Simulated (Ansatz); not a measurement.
**Ir in Ansatz: the effect of target pressure**

Ir:

```
Ir
1.0
     0.00000    1.91560    1.91560
     1.91560    0.00000    1.91560
     1.91560    1.91560    0.00000
Ir
1
Direct
  0.00000 0.00000 0.00000
```

Alike in all runs:

* Program: Ansatz 0.2.0
* Task: relaxation of cell and atoms
* Functional: PBEsol
* Potentials or basis: Ansatz PAW
* Cutoff: 420 eV (not typed: the program's choice for these potentials)
* k mesh: 12 × 12 × 12
* Occupations: fermi-dirac, width 0.05 eV
* Spin: no spin polarisation

Each run relaxes the cell or the atoms first.

| target pressure | relaxed volume (Å³/atom) |
| --- | --- |
| 0 GPa | 14.03 |
| 2 GPa | 13.96 |
| 5 GPa | 13.86 |
| 10 GPa | ? |
| 20 GPa | 13.40 |
| 30 GPa | 13.14 |

Question: What does the run with target pressure 10 GPa give?

Answer: Relaxed volume 13.70 Å³/atom.

Worked out: In Murnaghan's law V^(-B') rises as a straight line in P. The other rows fit best with B' = 4.5, V0 = 14.03 Å³/atom and B0 = 393 GPa, which gives 13.70 Å³/atom at 10 GPa, against the run's 13.70.

Caveats: the plane-wave basis is chosen anew once the cell has moved, so the energies of steps on either side of that aren't comparable; the PAW data sets come from PBE, with cores solved anew for the run's functional, which leaves a small shift of forces and pressure.
